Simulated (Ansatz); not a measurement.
**HfO₂: eigenvalues along the path**

```
Hf O
1.0
     0.00000    2.55750    2.55750
     2.55750    0.00000    2.55750
     2.55750    2.55750    0.00000
Hf O
1 2
Direct
  0.00000 0.00000 0.00000
  0.25000 0.25000 0.25000
  0.75000 0.75000 0.75000
```

Atom numbers follow the list: Hf1, O2, O3.

The cell is COD entry 9009016, as deposited and not checked against the literature; nothing was relaxed.

No spin–orbit coupling, which matters for the heavy atoms here.

Level of theory: Ansatz 0.2.0, DFT, PBE, all-electron LAPW, scalar-relativistic.

Numerical set-up: a Γ-centred 9×9×9 k mesh, Fermi–Dirac smearing of 0.01 eV, basis error target 1 meV/atom, no spin polarisation.

Path points, in fractions of the reciprocal vectors: Γ (0.000, 0.000, 0.000), X (0.500, 0.000, 0.500), U (0.625, 0.250, 0.625), K (0.375, 0.375, 0.750), L (0.500, 0.500, 0.500), W (0.500, 0.250, 0.750). Levels in eV from the valence-band top; bands 15 to 33, counted from the lowest band of the run. The gap is 3.71 eV, direct at X (0.5, 0, 0.5).

```
# k(1/Å) point b15 b16 b17 b18 b19 b20 b21 b22 b23 b24 b25 b26 b27 b28 b29 b30 b31 b32 b33
0.000 Γ -18.61 -15.87 -11.08 -11.08 -11.08 -11.02 -11.02 -11.02 -10.83 -5.23 -5.23 -5.23 -0.60 -0.60 -0.60 3.82 3.82 5.57 10.11
0.154 - -18.54 -15.92 -11.08 -11.08 -11.08 -11.02 -11.02 -11.02 -10.84 -5.19 -5.19 -5.07 -0.98 -0.60 -0.60 3.87 3.96 5.80 9.93
0.307 - -18.35 -16.05 -11.08 -11.08 -11.08 -11.03 -11.03 -11.03 -10.88 -5.06 -5.06 -4.60 -1.86 -0.59 -0.59 4.01 4.21 6.40 9.50
0.461 - -18.05 -16.24 -11.07 -11.07 -11.07 -11.03 -11.03 -11.03 -10.93 -4.86 -4.86 -3.88 -2.93 -0.61 -0.61 4.23 4.38 7.15 9.01
0.614 - -17.68 -16.45 -11.07 -11.07 -11.06 -11.04 -11.04 -11.03 -10.97 -4.58 -4.58 -3.99 -2.99 -0.70 -0.70 4.38 4.51 7.98 8.57
0.768 - -17.30 -16.64 -11.07 -11.07 -11.05 -11.04 -11.04 -11.04 -11.01 -4.93 -4.24 -4.24 -2.00 -0.88 -0.88 4.21 4.82 8.06 8.25
0.921 - -16.95 -16.80 -11.06 -11.06 -11.04 -11.04 -11.04 -11.03 -11.03 -5.68 -3.88 -3.88 -1.14 -1.14 -1.05 3.98 5.10 7.30 8.05
1.075 - -16.90 -16.71 -11.06 -11.06 -11.05 -11.05 -11.05 -11.05 -11.01 -6.17 -3.55 -3.55 -1.41 -1.41 -0.30 3.78 5.30 6.66 7.96
1.228 X -16.94 -16.62 -11.06 -11.06 -11.05 -11.05 -11.05 -11.05 -11.01 -6.35 -3.41 -3.41 -1.54 -1.54 0.00 3.71 5.38 6.40 7.94
1.283 - -16.93 -16.62 -11.06 -11.06 -11.05 -11.05 -11.05 -11.05 -11.01 -6.34 -3.43 -3.41 -1.55 -1.53 0.00 3.73 5.38 6.41 7.92
1.337 - -16.93 -16.62 -11.06 -11.06 -11.05 -11.05 -11.05 -11.04 -11.01 -6.30 -3.46 -3.41 -1.58 -1.52 -0.01 3.77 5.37 6.42 7.86
1.391 - -16.92 -16.63 -11.06 -11.06 -11.05 -11.05 -11.05 -11.04 -11.01 -6.25 -3.52 -3.40 -1.64 -1.50 -0.03 3.84 5.36 6.43 7.78
1.446 - -16.91 -16.64 -11.06 -11.06 -11.05 -11.05 -11.05 -11.04 -11.01 -6.17 -3.60 -3.39 -1.72 -1.48 -0.07 3.92 5.36 6.46 7.68
1.500 - -16.91 -16.65 -11.06 -11.06 -11.05 -11.05 -11.05 -11.04 -11.01 -6.08 -3.69 -3.37 -1.82 -1.45 -0.11 4.01 5.34 6.50 7.58
1.554 - -16.90 -16.66 -11.06 -11.06 -11.05 -11.05 -11.05 -11.04 -11.01 -5.97 -3.78 -3.35 -1.93 -1.41 -0.17 4.10 5.33 6.55 7.48
1.608 - -16.90 -16.67 -11.06 -11.06 -11.05 -11.05 -11.05 -11.04 -11.02 -5.84 -3.87 -3.33 -2.07 -1.37 -0.24 4.17 5.32 6.61 7.39
1.663 U -16.90 -16.68 -11.06 -11.06 -11.05 -11.05 -11.05 -11.04 -11.02 -5.70 -3.96 -3.30 -2.21 -1.33 -0.33 4.23 5.30 6.69 7.32
1.757 - -16.90 -16.69 -11.06 -11.06 -11.05 -11.05 -11.04 -11.04 -11.02 -5.60 -4.10 -3.21 -2.28 -1.32 -0.39 4.29 5.27 6.74 7.28
1.851 - -16.89 -16.71 -11.06 -11.06 -11.05 -11.05 -11.04 -11.04 -11.02 -5.43 -4.35 -3.06 -2.35 -1.30 -0.45 4.40 5.19 6.79 7.23
1.945 - -16.88 -16.72 -11.06 -11.06 -11.05 -11.05 -11.05 -11.03 -11.03 -5.21 -4.65 -2.94 -2.41 -1.29 -0.51 4.54 5.08 6.83 7.20
2.039 - -16.87 -16.73 -11.06 -11.06 -11.05 -11.05 -11.05 -11.03 -11.03 -4.97 -4.92 -2.88 -2.44 -1.28 -0.53 4.61 5.02 6.84 7.19
2.133 - -16.88 -16.72 -11.06 -11.06 -11.05 -11.05 -11.05 -11.03 -11.03 -5.21 -4.65 -2.94 -2.41 -1.29 -0.51 4.54 5.08 6.83 7.20
2.227 - -16.89 -16.71 -11.06 -11.06 -11.05 -11.05 -11.04 -11.04 -11.02 -5.43 -4.35 -3.06 -2.35 -1.30 -0.45 4.40 5.19 6.79 7.23
2.321 - -16.90 -16.69 -11.06 -11.06 -11.05 -11.05 -11.04 -11.04 -11.02 -5.60 -4.10 -3.21 -2.28 -1.32 -0.39 4.29 5.27 6.74 7.28
2.415 K -16.90 -16.68 -11.06 -11.06 -11.05 -11.05 -11.05 -11.04 -11.02 -5.70 -3.96 -3.30 -2.21 -1.33 -0.33 4.23 5.30 6.69 7.32
2.578 - -16.95 -16.69 -11.06 -11.06 -11.05 -11.05 -11.04 -11.04 -11.02 -5.27 -4.10 -3.16 -2.71 -1.26 -0.67 4.29 5.25 6.96 7.25
2.741 - -17.10 -16.67 -11.06 -11.06 -11.05 -11.05 -11.04 -11.03 -11.02 -4.96 -3.92 -3.25 -2.94 -1.59 -0.80 4.25 5.19 7.12 7.41
2.903 - -17.35 -16.58 -11.07 -11.07 -11.06 -11.04 -11.04 -11.03 -11.00 -4.85 -3.78 -3.43 -2.62 -2.31 -0.70 4.26 5.09 7.10 7.75
3.066 - -17.67 -16.44 -11.07 -11.07 -11.07 -11.04 -11.04 -11.03 -10.97 -4.85 -4.27 -3.12 -2.82 -2.21 -0.62 4.29 4.91 7.04 8.20
3.229 - -18.02 -16.25 -11.07 -11.07 -11.07 -11.04 -11.03 -11.02 -10.93 -4.93 -4.67 -3.92 -2.14 -1.72 -0.58 4.23 4.64 6.92 8.75
3.392 - -18.32 -16.07 -11.08 -11.08 -11.08 -11.03 -11.03 -11.02 -10.88 -5.07 -4.98 -4.60 -1.44 -1.20 -0.58 4.07 4.29 6.43 9.35
3.555 - -18.53 -15.92 -11.08 -11.08 -11.08 -11.02 -11.02 -11.02 -10.84 -5.18 -5.17 -5.06 -0.85 -0.78 -0.60 3.90 3.96 5.83 9.88
3.718 Γ -18.61 -15.87 -11.08 -11.08 -11.08 -11.02 -11.02 -11.02 -10.83 -5.23 -5.23 -5.23 -0.60 -0.60 -0.60 3.82 3.82 5.57 10.11
3.851 - -18.56 -15.91 -11.08 -11.08 -11.08 -11.02 -11.02 -11.02 -10.84 -5.19 -5.19 -5.12 -0.73 -0.68 -0.68 3.89 3.89 5.75 9.92
3.984 - -18.41 -16.01 -11.08 -11.08 -11.08 -11.03 -11.03 -11.02 -10.87 -5.08 -5.08 -4.82 -1.06 -0.88 -0.88 4.09 4.09 6.19 9.45
4.117 - -18.20 -16.14 -11.08 -11.08 -11.07 -11.03 -11.03 -11.02 -10.91 -4.91 -4.91 -4.38 -1.51 -1.14 -1.14 4.32 4.32 6.67 8.99
4.250 - -17.95 -16.29 -11.07 -11.07 -11.07 -11.04 -11.04 -11.02 -10.94 -4.72 -4.72 -3.87 -1.97 -1.39 -1.39 4.50 4.50 6.85 8.94
4.383 - -17.72 -16.40 -11.07 -11.07 -11.06 -11.04 -11.04 -11.02 -10.97 -4.52 -4.52 -3.39 -2.40 -1.59 -1.59 4.58 4.58 6.73 9.24
4.516 - -17.54 -16.46 -11.07 -11.07 -11.05 -11.04 -11.04 -11.02 -10.99 -4.36 -4.36 -3.00 -2.75 -1.72 -1.72 4.58 4.58 6.64 9.15
4.649 - -17.45 -16.47 -11.07 -11.07 -11.05 -11.04 -11.04 -11.02 -11.00 -4.25 -4.25 -2.98 -2.75 -1.79 -1.79 4.54 4.54 6.70 9.08
4.782 L -17.43 -16.47 -11.07 -11.07 -11.05 -11.04 -11.04 -11.02 -11.00 -4.22 -4.22 -3.06 -2.67 -1.81 -1.81 4.51 4.51 6.75 8.92
4.890 - -17.40 -16.48 -11.07 -11.07 -11.05 -11.04 -11.04 -11.02 -11.00 -4.29 -4.18 -3.19 -2.54 -1.84 -1.72 4.51 4.55 6.75 8.74
4.999 - -17.33 -16.51 -11.07 -11.07 -11.05 -11.04 -11.04 -11.02 -11.01 -4.44 -4.10 -3.46 -2.24 -1.90 -1.55 4.50 4.65 6.75 8.49
5.107 - -17.23 -16.56 -11.07 -11.07 -11.05 -11.04 -11.04 -11.03 -11.01 -4.60 -4.13 -3.62 -2.08 -1.75 -1.38 4.49 4.78 6.75 8.19
5.216 - -17.10 -16.62 -11.07 -11.07 -11.05 -11.04 -11.04 -11.03 -11.02 -4.74 -4.40 -3.46 -2.20 -1.32 -1.28 4.50 4.89 6.77 7.85
5.324 - -16.98 -16.68 -11.06 -11.06 -11.05 -11.04 -11.04 -11.03 -11.02 -4.85 -4.71 -3.18 -2.33 -1.25 -0.89 4.55 4.98 6.81 7.51
5.433 - -16.87 -16.73 -11.06 -11.06 -11.05 -11.05 -11.05 -11.03 -11.03 -4.97 -4.92 -2.88 -2.44 -1.28 -0.53 4.61 5.02 6.84 7.19
5.542 - -16.80 -16.76 -11.06 -11.06 -11.05 -11.05 -11.05 -11.03 -11.03 -5.13 -4.96 -2.64 -2.51 -1.36 -0.29 4.68 5.04 6.85 6.95
5.650 W -16.77 -16.77 -11.06 -11.06 -11.05 -11.05 -11.05 -11.03 -11.03 -5.19 -4.97 -2.53 -2.53 -1.40 -0.20 4.71 5.04 6.86 6.86
5.727 - -16.80 -16.74 -11.06 -11.05 -11.05 -11.05 -11.05 -11.03 -11.03 -5.37 -4.78 -2.71 -2.35 -1.41 -0.19 4.64 5.09 6.74 6.99
5.804 - -16.83 -16.71 -11.06 -11.05 -11.05 -11.05 -11.05 -11.04 -11.02 -5.61 -4.50 -2.88 -2.17 -1.42 -0.17 4.48 5.18 6.64 7.15
5.881 - -16.86 -16.69 -11.06 -11.05 -11.05 -11.05 -11.05 -11.04 -11.02 -5.82 -4.22 -3.04 -2.00 -1.45 -0.14 4.31 5.25 6.56 7.32
5.957 - -16.89 -16.66 -11.06 -11.06 -11.05 -11.05 -11.05 -11.04 -11.01 -6.00 -3.97 -3.17 -1.84 -1.47 -0.10 4.13 5.31 6.50 7.49
6.034 - -16.91 -16.64 -11.06 -11.06 -11.05 -11.05 -11.05 -11.04 -11.01 -6.15 -3.74 -3.27 -1.71 -1.50 -0.06 3.96 5.34 6.46 7.66
6.111 - -16.92 -16.63 -11.06 -11.06 -11.05 -11.05 -11.05 -11.04 -11.01 -6.26 -3.56 -3.35 -1.62 -1.52 -0.03 3.83 5.36 6.43 7.80
6.188 - -16.93 -16.62 -11.06 -11.06 -11.05 -11.05 -11.05 -11.05 -11.01 -6.32 -3.45 -3.40 -1.56 -1.53 -0.01 3.74 5.37 6.41 7.90
6.264 X -16.94 -16.62 -11.06 -11.06 -11.05 -11.05 -11.05 -11.05 -11.01 -6.35 -3.41 -3.41 -1.54 -1.54 0.00 3.71 5.38 6.40 7.94
```
